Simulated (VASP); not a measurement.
Here is a VASP 6.6.1 calculation.

The input INCAR:

```
SYSTEM = ZnO
ALGO = Fast
EDIFF = 1E-6
ENCUT = 520
GGA = PE
ICORELEVEL = 1
ISIF = 2
ISMEAR = 0
LASPH = .TRUE.
LCHARG = .FALSE.
LREAL = .FALSE.
LWAVE = .FALSE.
NBANDS = 26
NELM = 80
PREC = Accurate
SIGMA = 0.03
```

Contents of KPOINTS:

```
k-points
0
G
  9 9 5
  0 0 0
```

Contents of POSCAR:

```
ZnO                                     
1.0
    3.2865005557      0.0000000000      0.0000000000
   -1.6432502778      2.8461929680      0.0000000000
    0.0000000000      0.0000000000      5.3003902202
  Zn              O             
     2     2
Direct
     0.3333333300000021    0.6666666699999979    0.4998270304180565
     0.6666666699999979    0.3333333300000021    0.9998270304180565
     0.6666666699999979    0.3333333300000021    0.3791829695819444
     0.3333333300000021    0.6666666699999979    0.8791829695819444
```

The input KPOINTS_OPT:

```
explicit points
141
Reciprocal
 0.0000000000  0.0000000000  0.0000000000 1
 0.0357142857  0.0000000000  0.0000000000 1
 0.0714285714  0.0000000000  0.0000000000 1
 0.1071428571  0.0000000000  0.0000000000 1
 0.1428571429  0.0000000000  0.0000000000 1
 0.1785714286  0.0000000000  0.0000000000 1
[... 133 lines left out ...]
 0.5000000000  0.0000000000  0.5000000000 1
 0.5000000000  0.0000000000  0.0000000000 1
```

Potentials or basis: VASP PAW PBE potentials, release 64 (Zn, O).

Launch:

```bash
$ cat potpaw_PBE.64/Zn/POTCAR potpaw_PBE.64/O/POTCAR > POTCAR
$ mpirun -np 1 vasp_std > vasp.out
```

Q: Estimate the band gap along the path.

A: 0.72 eV, direct.

Q: Predict the pressure.

A: 0.1 GPa.

Q: Estimate the band gap on the k mesh.

A: 0.72 eV, direct.

Forces in eV/Å, atoms in the order of the input:
```
Zn   0.000  0.000  0.003
Zn   0.000  0.000  0.003
O    0.000  0.000 -0.003
O    0.000  0.000 -0.003
```

**The experiment to reproduce.**

“Electronic structure of alkaline earth and post-transition metal oxides”, 2009, arxiv:0908.1581 quotes, for a bulk crystal of ZnO: band gap 3.37 eV.

A measured gap of ZnO is 3.37 eV (quoted in “Electronic structure of alkaline earth and post-transition metal oxides”, 2009, arxiv:0908.1581); the calculated 0.72 eV misses it by -2.65 eV. So large a miss can be the level of theory's own, or it may mean another phase, state or a wrong row. The value is that of PBE, without temperature or zero-point motion. Semilocal functionals fall short of measured gaps as a rule.
